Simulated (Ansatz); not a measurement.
## IrO2: 191Ir nuclear quadrupole resonance

Cell: a COD entry, its atoms then relaxed with PBE in this cell.

```
Ir O
1.0
     4.49900    0.00000    0.00000
     0.00000    4.49900    0.00000
     0.00000    0.00000    3.14600
Ir O
2 4
Direct
  0.00000 0.00000 0.00000
  0.50000 0.50000 0.50000
  0.30792 0.30792 0.00000
  0.19208 0.80792 0.50000
  0.69208 0.69208 0.00000
  0.80792 0.19208 0.50000
```

Sites (sets of like atoms) are named by element and the number of their first atom in this list.

All values are calculated (Ansatz; DFT, r2SCAN, plane waves and PAW, scalar-relativistic, collinear spin, 500 eV cutoff, Γ-centred 10×10×15 k-points, Fermi–Dirac smearing 0.05 eV), not measured. Start moments as typed (μB): 1 on each Ir, none on the rest.

191Ir: I = 3/2, Q = 816.0 mb (year-2017 value). Static lattice, zero field.

Task: Predict the zero-field 191Ir lines of each site.

Result: For I = 3/2 there is one line, ν = (|C_Q|/2)(1 + η²/3)^½.

| site | atoms | V_zz (10²¹ V/m²) | C_Q (MHz) | η | line frequencies (MHz) |
| --- | --- | --- | --- | --- | --- |
| Ir | 1, 2 | -14.28 | -282 | 0.64 | 150.1 |

Task: And for ¹⁹³Ir (I = 3/2, Q = 751.0 mb) on Ir?

Result: C_Q scales with Q to -259 MHz, with lines at 138.1 MHz.

The program didn't check the stability of this electronic state in full, so a lower one may lie near. With no gap above 0.1 eV, as in a metal, the gradients converge slowly in k; expect changes of a tenth or more on a denser mesh. Spin–orbit coupling is left out, which shifts gradients on Ir by a few per cent in wide-gap crystals, and can shift them far more where the calculated gap is small or absent, as here. Semilocal functionals can leave a metal where correlation in the d or f shell opens a gap in the real compound, and that would change the values at and beside Ir. The start moments die out, and the run ends without spin.
